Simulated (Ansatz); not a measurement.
**SiS2 (Ibam): how the settings move a calculation**

How sensitive is a calculation of SiS2 (Ibam) to its settings? A reference run comes first, then three runs with altered input.

Computed with Ansatz 0.2.0 (reference: DFT PBE, scalar-relativistic, plane waves, PAW, unless a step's input says otherwise).

2 further runs of the same task are left out: 1 that didn't finish, 1 set aside as unsound or not needed. Runs told in other sessions of the task aren't counted.

**1. Starting point**

It takes space group Ibam (No. 72, orthorhombic). The conventional cell has a = 5.650 Å, b = 9.570 Å, c = 5.540 Å, α = 90.00°, β = 90.00°, γ = 90.00°. Around Si (site symmetry 222) lie 4 S at 2.16 Å. S (site symmetry m) is surrounded by 2 Si at 2.16 Å.

As a file:

```xyz
6
Lattice="-2.8250 4.7850 2.7700 2.8250 -4.7850 2.7700 2.8250 4.7850 -2.7700" Properties=species:S:1:pos:R:3 pbc="T T T"
Si    0.0000    0.0000    4.1550
Si    0.0000    0.0000    1.3850
S     1.5990    3.6653    2.7700
S     1.2261    1.1197    0.0000
S     1.2261   -1.1197    2.7700
S     1.5990    5.9047    0.0000
```

**2. The reference run**

The input, input.yaml:

```yaml
crystal:
  lattice:
    - [-2.8250000943, 4.7850001597, 2.7700000925]
    - [2.8250000943, -4.7850001597, 2.7700000925]
    - [2.8250000943, 4.7850001597, -2.7700000925]
  atoms:
    - { symbol: Si, position: [0.75, 0.75, 0.0] }
    - { symbol: Si, position: [0.25, 0.25, 0.0] }
    - { symbol: S, position: [0.883, 0.783, 0.666] }
    - { symbol: S, position: [0.117, 0.217, 0.334] }
    - { symbol: S, position: [0.383, 0.717, 0.1] }
    - { symbol: S, position: [0.617, 0.283, 0.9] }
basis:
  ecutwfc: 420
  ecutrho_ratio: 4
kpoints:
  mp_grid: { grid: [6, 6, 6] }
hamiltonian:
  xc: pbe
scf:
  occupations: { method: gaussian, width: 0.05 }
output:
  forces: true
  stress: true
  eigenvalues: true
relax:
  f_tol: 0.015
  max_steps: 40
  cell: { stress_tol: 0.15, fix: [volume] }
```

Command:

```
$ ansatz run input.yaml --threads 4 --pin off --max-ram 8192MiB --backend cpu --events-out ev --progress --plain --runs-dir out
```

The main lines of its log:

```text
[...]
Basis set: ecut = 420 eV, 2959 PW (Γ), exchange–correlation on 90×90×90 points (8 copies of the dense FFT grid, shifted against one another)
[...]
k-points: 46 of 216
[...]
SCF iter   1: F=—  HF=-4883.798505 eV  |F-HF|=—  |Δ(HF+E_count)|=         —  Δρ=1.09e-3  dr2=8.94e-4  ethr=1.77e-3  ⟨swp⟩=7.6  Hψ=6364  notcnv=0
preconditioner: auto → Resta (q_TF=auto, 2.109 Å⁻¹)  ε∞=3.9  [insulator: Δε(μ)=2.636 eV  Ē_g=10.046 eV  σ=0.050 eV  W_gap=1.00  n_scr=22 (ndim 8)  ℏωp=17.2 eV  f_vac=0.010  D(μ)=0.00/eV (n_scr^D=0)  ε∞_Penn≈3.9]
SCF iter   2: F=—  HF=-4883.796561 eV  |F-HF|=—  |Δ(HF+E_count)|=   1.94e-3  Δρ=6.19e-4  dr2=3.47e-4  ethr=2.79e-6  ⟨swp⟩=2.0  Hψ=2059  notcnv=0  defer=1
[...]
relax step   1: F+E_penalty+E_count = -4883.79745681 eV  Δ(F+E_penalty+E_count) = +0.000e0 eV  max|allowed force component| = 4.401e-1 eV/Å  Δτ_max = 0.0000 Å  P = -0.267 GPa  Ω = 149.775 Å³  fix = [volume]  reactions: volume -0.267 GPa  (6 SCF iters, dr2 thre
Basis set: ecut = 420 eV, 2935 PW (Γ), exchange–correlation on 90×90×90 points (8 copies of the dense FFT grid, shifted against one another)
[...]
relax step   2: F+E_penalty+E_count = -4883.82821960 eV  Δ(F+E_penalty+E_count) = -3.076e-2 eV  max|allowed force component| = 4.346e-2 eV/Å  Δτ_max = 0.0387 Å  P = +0.937 GPa  Ω = 149.775 Å³  energy of the carried Pulay correction = -4.003e-18 eV  fix = [volu
Basis set: ecut = 420 eV, 2951 PW (Γ), exchange–correlation on 90×90×90 points (8 copies of the dense FFT grid, shifted against one another)
[...]
relax step   3: F+E_penalty+E_count = -4883.83179872 eV  Δ(F+E_penalty+E_count) = -3.579e-3 eV  max|allowed force component| = 1.399e-2 eV/Å  Δτ_max = 0.0068 Å  P = +1.227 GPa  Ω = 149.775 Å³  energy of the carried Pulay correction = -4.003e-18 eV  fix = [volu
[...]
relax step   4: F+E_penalty+E_count = -4883.83242996 eV  Δ(F+E_penalty+E_count) = -6.312e-4 eV  max|allowed force component| = 5.406e-3 eV/Å  Δτ_max = 0.0029 Å  P = +1.336 GPa  Ω = 149.775 Å³  fix = [volume]  reactions: volume +1.336 GPa  (5 SCF iters, dr2 thr
Basis set: ecut = 420 eV, 2961 PW (Γ), exchange–correlation on 90×90×90 points (8 copies of the dense FFT grid, shifted against one another)
[...]
relax step   5: F+E_penalty+E_count = -4883.83275452 eV  Δ(F+E_penalty+E_count) = -3.246e-4 eV  max|allowed force component| = 2.327e-3 eV/Å  Δτ_max = 0.0006 Å  P = +1.357 GPa  Ω = 149.775 Å³  energy of the carried Pulay correction = -5.337e-18 eV  fix = [volu
Basis set: ecut = 420 eV, 2953 PW (Γ), exchange–correlation on 90×90×90 points (8 copies of the dense FFT grid, shifted against one another)
[...]
SCF iter   4: F=-4883.833676 eV  HF=-4883.833676 eV  |F-HF|=3.37e-11  |Δ(HF+E_count)|=   1.04e-8  Δρ=2.02e-7  dr2=8.76e-11  ethr=1.69e-12  ⟨swp⟩=6.2  Hψ=4300  notcnv=0
[...]
relax step   8: F+E_penalty+E_count = -4883.83367563 eV  Δ(F+E_penalty+E_count) = -5.540e-5 eV  max|allowed force component| = 4.018e-3 eV/Å  Δτ_max = 0.0000 Å  P = +1.348 GPa  Ω = 149.775 Å³  fix = [volume]  reactions: volume +1.348 GPa  stress off target by 
[...]
SCF converged after 4 iterations
Free energy (F): -4883.833676 eV
[...]
E sigma→0 (E₀):  -4883.833676 eV
Fermi energy:    4.204446 eV
[...]
  P = ⅓ Tr σ = 1.3483 GPa (13.483 kbar)
[...]
--- Relaxed structure (7 steps of the walk, 7 accepted, 1 SCFs on fresh bases) ---
[...]
```

Run time: 19 s. Hardware: 4 threads of Arm Neoverse V1, shared host; peak memory 0.54 GiB.

**3. Changed: chi_scale 0.0, preconditioner kerker_dos**

The input, input.yaml:

```yaml
crystal:
  lattice:
    - [-2.767965656181, 4.881038694761, 2.771451347413]
    - [2.767965656181, -4.881038694761, 2.771451347413]
    - [2.767965656181, 4.881038694761, -2.771451347413]
  atoms:
    - { symbol: Si, position: [0.75, 0.75, 4.656826016725e-20] }
    - { symbol: Si, position: [0.25, 0.25, 4.656826016725e-20] }
    - { symbol: S, position: [0.8826845765912, 0.7893462369435, 0.6720308135347] }
    - { symbol: S, position: [0.1173154234088, 0.2106537630565, 0.3279691864653] }
    - { symbol: S, position: [0.3826845765912, 0.7106537630565, 0.09333833964765] }
    - { symbol: S, position: [0.6173154234088, 0.2893462369435, 0.9066616603523] }
basis:
  ecutwfc: 420
  ecutrho_ratio: 4
kpoints:
  mp_grid: { grid: [6, 6, 6] }
hamiltonian:
  xc: pbe
scf:
  occupations: { method: gaussian, width: 0.05 }
  initial_density: { chi_scale: 0.0 }
  mixing: { preconditioner: kerker_dos }
output:
  forces: true
  stress: true
  write_density: true
  write_potential: true
  elf: true
  volumetric_format: npy
```

Command:

```
$ ansatz run input.yaml --threads 4 --pin off --max-ram 8192MiB --backend cpu --events-out ev --progress --plain --runs-dir out
```

Standard output, shortened:

```text
Warning: RAYON_NUM_THREADS=4 ignored (pool sized by the plan → 4); use --threads N
[...]
Pseudopotentials: kind: paw
Pseudopotential: Si, paw, valence charge 4, recommended cutoff 420 eV (normal), Si.paw.azcp
Pseudopotential: S, paw, valence charge 6, recommended cutoff 420 eV (normal), S.paw.azcp
Functional definition: PBE
[...]
Crystal: 6 atoms, lattice volume = 149.775 Å³
Basis set: ecut = 420 eV, 2969 PW (Γ), exchange–correlation on 90×90×90 points (8 copies of the dense FFT grid, shifted against one another)
Bands: 22, of which v1, the nominal top of the filled ones, is band 16 counted from 1 (15 counted from 0)
Symmetry: 8 space group operations
Space group: Ibam (ITA 72), of the structure as read, at distance tolerance 5.3e-5 Å
k-points: 46 of 216
[...]
SCF iter   1: F=—  HF=-4884.776412 eV  |F-HF|=—  |Δ(HF+E_count)|=         —  Δρ=4.30e-2  dr2=3.09e0  ethr=3.10e-3  ⟨swp⟩=7.2  Hψ=6106  notcnv=0
[...]
SCF iter   8: F=-4883.833676 eV  HF=-4883.833676 eV  |F-HF|=4.45e-9  |Δ(HF+E_count)|=   3.46e-7  Δρ=3.21e-6  dr2=1.39e-8  ethr=3.13e-10  ⟨swp⟩=15.2  Hψ=8733  notcnv=0
[...]
SCF converged after 8 iterations
Free energy (F): -4883.833676 eV
[...]
E sigma→0 (E₀):  -4883.833676 eV
Fermi energy:    4.204434 eV
[...]
--- Forces (eV/Å), atoms counted from 1 ---
  atom   1  Si     0.00000000    -0.00000000    -0.00000000
  atom   2  Si    -0.00000000     0.00000000     0.00000000
  atom   3  S     -0.00405542     0.00147858     0.00000000
  atom   4  S      0.00405542    -0.00147858     0.00000000
  atom   5  S      0.00405542     0.00147858     0.00000000
  atom   6  S     -0.00405542    -0.00147858    -0.00000000
[...]
--- Stress (GPa, compression-positive) ---
        1.325593      -0.000000      -0.000000
       -0.000000       1.323549       0.000000
       -0.000000       0.000000       1.396404
  P = ⅓ Tr σ = 1.3485 GPa (13.485 kbar)
--- Band table (eV; the first three rows and the last of 46) ---
  k-point 0: bands = ["-11.7686", "-9.6774", "-9.1319", "-9.0204", "-4.7155", "-3.1566", "-1.9253", "-1.1217", "-0.9036", "0.0021", "0.0032", "0.8361", "1.1957", "2.0180", "2.0733", "2.3007", "6.3436", "6.7004", "6.7453", "8.2135", "8.7375", "9.0570"]
[...]
```

Run time: 3.6 s. Hardware: 4 threads of Arm Neoverse V1, shared host; peak memory 0.5 GiB.

The changed start and mixing doesn't alter the result here (within 0.5 meV/atom).

**4. Variant: dispersion d3bjatm, preconditioner kerker**

The input, input.yaml:

```yaml
crystal:
  lattice:
    - [-2.767965656181, 4.881038694761, 2.771451347413]
    - [2.767965656181, -4.881038694761, 2.771451347413]
    - [2.767965656181, 4.881038694761, -2.771451347413]
  atoms:
    - { symbol: Si, position: [0.75, 0.75, 4.656826016725e-20] }
    - { symbol: Si, position: [0.25, 0.25, 4.656826016725e-20] }
    - { symbol: S, position: [0.8826845765912, 0.7893462369435, 0.6720308135347] }
    - { symbol: S, position: [0.1173154234088, 0.2106537630565, 0.3279691864653] }
    - { symbol: S, position: [0.3826845765912, 0.7106537630565, 0.09333833964765] }
    - { symbol: S, position: [0.6173154234088, 0.2893462369435, 0.9066616603523] }
basis:
  ecutwfc: 420
  ecutrho_ratio: 4
kpoints:
  mp_grid: { grid: [6, 6, 6] }
hamiltonian:
  xc: pbe
  dispersion: d3bjatm
scf:
  occupations: { method: gaussian, width: 0.05 }
  mixing: { preconditioner: kerker }
output:
  forces: true
  stress: true
  write_density: true
  write_potential: true
  elf: true
  volumetric_format: npy
```

Command:

```
$ ansatz run input.yaml --threads 4 --pin off --max-ram 8192MiB --backend cpu --events-out ev --progress --plain --runs-dir out
```

Standard output, shortened:

```text
Warning: RAYON_NUM_THREADS=4 ignored (pool sized by the plan → 4); use --threads N
[...]
Pseudopotentials: kind: paw
Pseudopotential: Si, paw, valence charge 4, recommended cutoff 420 eV (normal), Si.paw.azcp
Pseudopotential: S, paw, valence charge 6, recommended cutoff 420 eV (normal), S.paw.azcp
Functional definition: PBE
[...]
Crystal: 6 atoms, lattice volume = 149.775 Å³
Basis set: ecut = 420 eV, 2969 PW (Γ), exchange–correlation on 90×90×90 points (8 copies of the dense FFT grid, shifted against one another)
Bands: 22, of which v1, the nominal top of the filled ones, is band 16 counted from 1 (15 counted from 0)
Symmetry: 8 space group operations
Space group: Ibam (ITA 72), of the structure as read, at distance tolerance 5.3e-5 Å
k-points: 46 of 216
[...]
SCF iter   1: F=—  HF=-4885.173072 eV  |F-HF|=—  |Δ(HF+E_count)|=         —  Δρ=1.11e-3  dr2=8.90e-4  ethr=1.77e-3  ⟨swp⟩=7.5  Hψ=6332  notcnv=0
[...]
SCF iter   7: F=-4885.171452 eV  HF=-4885.171452 eV  |F-HF|=3.65e-9  |Δ(HF+E_count)|=   4.06e-8  Δρ=1.59e-6  dr2=8.58e-9  ethr=3.13e-10  ⟨swp⟩=13.7  Hψ=7371  notcnv=0
[...]
SCF converged after 7 iterations
Free energy (F): -4885.171452 eV
[...]
E sigma→0 (E₀):  -4885.171452 eV
Fermi energy:    4.204437 eV
[...]
--- Forces (eV/Å), atoms counted from 1 ---
  atom   1  Si     0.00000000    -0.00000000    -0.00000000
  atom   2  Si    -0.00000000     0.00000000     0.00000000
  atom   3  S     -0.02669753    -0.01784909     0.00000000
  atom   4  S      0.02669753     0.01784909    -0.00000000
  atom   5  S      0.02669753    -0.01784909     0.00000000
  atom   6  S     -0.02669753     0.01784909    -0.00000000
[...]
--- Stress (GPa, compression-positive) ---
       -0.227493      -0.000000      -0.000000
       -0.000000      -0.241176       0.000000
       -0.000000       0.000000      -0.159327
  P = ⅓ Tr σ = -0.2093 GPa (-2.093 kbar)
--- Band table (eV; the first three rows and the last of 46) ---
[... band rows left out ...]
[...]
```

Wall time 3.4 s (4 threads of Arm Neoverse V1, shared host); peak memory 0.52 GiB.

The energy moves by -223.0 meV/atom, nearly all of it the dispersion term itself (-223.0 meV/atom); that offset belongs to the model and is no gain or loss of stability; the pressure goes from 1.3 to -0.2 GPa and the largest force goes from 0.00 to 0.03 eV/Å.

**5. Variant: ecutrho_ratio 6, dr2_threshold 1.0e-11, scf.algorithm direct_min**

The input, input.yaml:

```yaml
crystal:
  lattice:
    - [-2.767965656181, 4.881038694761, 2.771451347413]
    - [2.767965656181, -4.881038694761, 2.771451347413]
    - [2.767965656181, 4.881038694761, -2.771451347413]
  atoms:
    - { symbol: Si, position: [0.75, 0.75, 4.656826016725e-20] }
    - { symbol: Si, position: [0.25, 0.25, 4.656826016725e-20] }
    - { symbol: S, position: [0.8826845765912, 0.7893462369435, 0.6720308135347] }
    - { symbol: S, position: [0.1173154234088, 0.2106537630565, 0.3279691864653] }
    - { symbol: S, position: [0.3826845765912, 0.7106537630565, 0.09333833964765] }
    - { symbol: S, position: [0.6173154234088, 0.2893462369435, 0.9066616603523] }
basis:
  ecutwfc: 420
  ecutrho_ratio: 6
kpoints:
  mp_grid: { grid: [6, 6, 6] }
hamiltonian:
  xc: pbe
scf:
  occupations: { method: gaussian, width: 0.05 }
  convergence: { dr2_threshold: 1.0e-11 }
  algorithm: direct_min
output:
  forces: true
  stress: true
```

Command:

```
$ ansatz run input.yaml --threads 4 --pin off --max-ram 8192MiB --backend cpu --events-out ev --progress --plain --runs-dir out
```

Standard output, shortened:

```text
Warning: RAYON_NUM_THREADS=4 ignored (pool sized by the plan → 4); use --threads N
[...]
Pseudopotentials: kind: paw
Pseudopotential: Si, paw, valence charge 4, recommended cutoff 420 eV (normal), Si.paw.azcp
Pseudopotential: S, paw, valence charge 6, recommended cutoff 420 eV (normal), S.paw.azcp
Functional definition: PBE
[...]
Crystal: 6 atoms, lattice volume = 149.775 Å³
Basis set: ecut = 420 eV, 2969 PW (Γ), exchange–correlation on 108×108×108 points (8 copies of the dense FFT grid, shifted against one another)
Bands: 22, of which v1, the nominal top of the filled ones, is band 16 counted from 1 (15 counted from 0)
Symmetry: 8 space group operations
Space group: Ibam (ITA 72), of the structure as read, at distance tolerance 5.3e-5 Å
k-points: 46 of 216
[...]
SCF iter   1: F=—  HF=-4883.834941 eV  |F-HF|=—  |Δ(HF+E_count)|=         —  Δρ=1.10e-3  dr2=8.65e-4  ethr=1.77e-3  ⟨swp⟩=12.3  Hψ=5577  notcnv=1
[...]
SCF converged after 8 iterations
Stability not checked: this state was not tested for a lower state beside it, because a direct minimisation reached the state, and no test of it is asked (direct_minimisation; see scf.lower_state_search)
Free energy (F): -4883.833685 eV
[...]
E sigma→0 (E₀):  -4883.833685 eV
Fermi energy:    4.204447 eV
[...]
--- Forces (eV/Å), atoms counted from 1 ---
  atom   1  Si     0.00000000    -0.00000000    -0.00000000
  atom   2  Si    -0.00000000     0.00000000     0.00000000
  atom   3  S     -0.00401714     0.00151473     0.00000000
  atom   4  S      0.00401714    -0.00151473     0.00000000
  atom   5  S      0.00401714     0.00151473     0.00000000
  atom   6  S     -0.00401714    -0.00151473    -0.00000000
[...]
--- Stress (GPa, compression-positive) ---
        1.325372      -0.000000      -0.000000
       -0.000000       1.323346       0.000000
       -0.000000       0.000000       1.396177
  P = ⅓ Tr σ = 1.3483 GPa (13.483 kbar)
--- Band table (eV; the first three rows and the last of 46) ---
[... band rows left out ...]
[...]
```

Run time: 12 s. Hardware: 4 threads of Arm Neoverse V1, shared host; peak memory 0.69 GiB.

Changing the numerical grids, convergence setting and solver leaves the energy as it was (0.0 meV/atom).

**6. Side by side**

| run | ending | energy change | pressure (GPa) | gap (eV) | force (eV/Å) | cycles | time |
| --- | --- | --- | --- | --- | --- | --- | --- |
| reference | converged | 0 | 1.3 | 2.78 | 0.00 | - | 19 s |
| 1: chi_scale 0.0, preconditioner kerker_dos | converged | 0.0 meV/atom | 1.3 | 2.78 | 0.00 | 8 | 3.6 s |
| 2: dispersion d3bjatm, preconditioner kerker | converged | -223.0 meV/atom (offset of the dispersion model) | -0.2 | 2.78 | 0.03 | 7 | 3.4 s |
| 3: ecutrho_ratio 6, dr2_threshold 1.0e-11, scf.algorithm direct_min | converged | 0.0 meV/atom | 1.3 | 2.78 | 0.00 | 8 | 12 s |

Times don't compare one to one where runs were asked for different outputs or read a saved state (see the inputs); cycles may leave out searches for a lower state.

Of the converged runs whose energies compare with the reference's, none moves it noticeably. The pressure spans -0.2 to 1.3 GPa over the reference and the converged variants.

The gaps are Kohn-Sham values of a semilocal functional, not quasiparticle or optical gaps. Such gaps usually fall short of the measured ones.
